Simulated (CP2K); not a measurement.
## As under changes of volume

One of the cells (19.764 Å³/atom); the others are scaled copies at fixed shape and fractional positions:

```
CELL_PARAMETERS angstrom
2.70368 0.00000 0.00000
0.00000 2.70368 0.00000
0.00000 0.00000 2.70368
ATOMIC_POSITIONS crystal
As 0.50000 0.50000 0.50000
```

This isn't the form of As at room conditions, which is rhombohedral.

```yaml
Program: CP2K 2026.2
Functional: PBEsol
Potentials_or_basis: POTENTIAL_UZH As GTH-PBE-q5; TZVP-MOLOPT-PBE-GTH basis
Density_cutoff: 6123 eV
k_mesh: 10 × 10 × 10
Occupations: fermi-dirac, width 0.05 eV
Spin: no spin polarisation
```

```tsv
volume (Å³/atom)	energy over the lowest point (meV/atom)	pressure (GPa)
18.578	30.16	7.5
18.973	?	?
19.368	5.04	2.9
19.764	0.26	1.0
20.159	0.00	-0.8
20.554	3.86	-2.4
20.949	11.46	-3.8
```

Question: What does the run at 18.973 Å³/atom give?

Answer: Energy over the lowest point 14.81 meV/atom; pressure 5.1 GPa.

Worked out: A Birch-Murnaghan fit of order 3 (a polynomial in V^(-2/3)) to the other rows has its minimum at 19.98 Å³/atom with B0 = V·E''(V) = 88 GPa and B' = 3.9. It gives 14.84 meV/atom at 18.973 Å³/atom, against the run's 14.81, and -dE/dV = 5.1 GPa, against 5.1.

Energies are extrapolated to zero smearing.

Caveats: the potentials were made for another functional, which shifts forces and pressure; the basis of atomic orbitals isn't converged, which shifts pressures, moduli and gaps.
